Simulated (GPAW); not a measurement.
Crystal: ZrN.

```
Zr N
1.0
     0.00000    2.30000    2.30000
     2.30000    0.00000    2.30000
     2.30000    2.30000    0.00000
Zr N
1 1
Direct
  0.50000 0.50000 0.50000
  0.00000 0.00000 0.00000
```

Base run:

- Program: GPAW 26.7.0
- Functional: PBE
- Potentials or basis: PAW data sets generated in the run's folder for this functional
- Cutoff: 800 eV
- Basis: pw
- k mesh: 10 × 10 × 10
- Occupations: fermi-dirac, width 0.05 eV
- Spin: no spin polarisation

Its results: pressure -2.8 GPa.

Task: The run is repeated on the same cell with these changes: potentials or basis from PAW data sets generated in the run's folder for this functional to JTH PAW 2.0, PBE. What comes out?

Result: Pressure -1.1 GPa.

Caveats: the program truncates these outside data sets (some runs).
